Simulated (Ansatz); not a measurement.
Level of theory: DFT PBE, scalar-relativistic, plane waves, PAW (Ansatz 0.2.0). Settings: cutoff 420 eV, Γ-centred meshes spaced at most about 0.3 Å⁻¹, and about 0.25 Å⁻¹ or finer for metals (2π included), Gaussian smearing. No spin polarisation in the final relaxations.

Temperature and zero-point effects are left out. All come from trial cells, and lower structures may exist.

Problem. Order these relaxed structures of Sb by energy, lowest first, with the energy over the lowest of them.
A.

```
CELL_PARAMETERS angstrom
3.36540 0.00000 0.00000
-1.68270 2.91452 0.00000
0.00000 0.00000 5.59112
ATOMIC_POSITIONS crystal
Sb 0.33333 0.66667 0.75000
Sb 0.66667 0.33333 0.25000
```

B.

```
CELL_PARAMETERS angstrom
3.10955 0.00000 0.00000
0.00000 3.10955 0.00000
0.00000 0.00000 3.10955
ATOMIC_POSITIONS crystal
Sb 0.50000 0.50000 0.50000
```

C.

```
CELL_PARAMETERS angstrom
3.28228 0.00000 0.00000
-1.64114 2.84253 0.00000
0.00000 0.00000 3.12478
ATOMIC_POSITIONS crystal
Sb 0.00000 0.00000 0.50000
```

Solution. B (0 meV/atom), C (105 meV/atom), A (230 meV/atom). Forms: B simple cubic type, Pm-3m; C simple hexagonal type, P6/mmm; A hcp type, P6_3/mmc. Counting all near atoms (those within 1.25 times the shortest such distance or 1.15 times the sum of covalent radii, 1.27 where that leaves under three; the shortest distance is added where it exceeds 1.18 times the sum of covalent radii): B has Sb 6; C has Sb 8; A has Sb 12 from 3.4 Å.

Spin–orbit coupling, which can matter for Sb, is left out. With atoms moved at random, Pm-3m came back. Other cells relaxed within their symmetry can be saddle points. The P6/mmm cell of Sb came from shaking the P6_3/mmc one. The part of the Crystallography Open Database at hand lists Sb in space groups No. 139, 166, 194, 221, 225 and others; sharing a group (P6_3/mmc and Pm-3m) doesn't make a cell the listed structure. Some candidate types were left out of the draw beforehand, so a known form may be missing.
